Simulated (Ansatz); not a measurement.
**Pressure against volume: KI**

```
K I
1.0
     0.00000    3.99456    3.99456
     3.99456    0.00000    3.99456
     3.99456    3.99456    0.00000
K I
1 1
Direct
  0.00000 0.00000 0.00000
  0.25000 0.25000 0.25000
```

The structure comes from a relaxation in the same program, started in the zincblende type, and has space group F-43m. Whether it is a known phase or the ground state wasn't checked.

Spin–orbit coupling is left out, though it moves levels of the heavy atoms by tenths of an eV or more.

Levels of theory: DFT, PBE, all-electron LAPW, scalar-relativistic (Ansatz 0.2.0); DFT, PBE, PAW with Ansatz's default frozen-core files, scalar-relativistic (Ansatz 0.2.0).

For LAPW: a Γ-centred 9×9×9 k mesh, Fermi–Dirac smearing of 0.03 eV, basis error target 0.5 meV/atom, no spin polarisation. PAW takes a cutoff of 420 eV at this cell. The Ansatz runs share mesh, smearing and spin set-up. Plane-wave (PAW) pressures include the program's estimate of the Pulay term.

The cell above is scaled evenly, with fractional coordinates and shape held.

Estimate the equilibrium volume and bulk modulus that full-potential LAPW gives for this fixed shape.

V0 = 63.79 Å³/atom, B0 = 7 GPa, B0′ = 4.6, from a third-order Birch–Murnaghan fit to these pressures:
```
V/V(cell)  V (Å³/atom)  P, LAPW (GPa)  P, PAW (GPa)  gap on the k mesh, LAPW (eV)
   0.9500       60.552           0.42          0.42                          3.98
   0.9750       62.146           0.20          0.20                          3.94
   1.0000       63.739           0.01          0.00                          3.90
   1.0250       65.333          -0.16         -0.16                          3.86
   1.0500       66.926          -0.31         -0.31                          3.82
```

PAW's V0 lies -0.02 % from the all-electron value and its B0 0.0 %. Symmetry fixes shape and coordinates here, so this is the relaxed modulus.
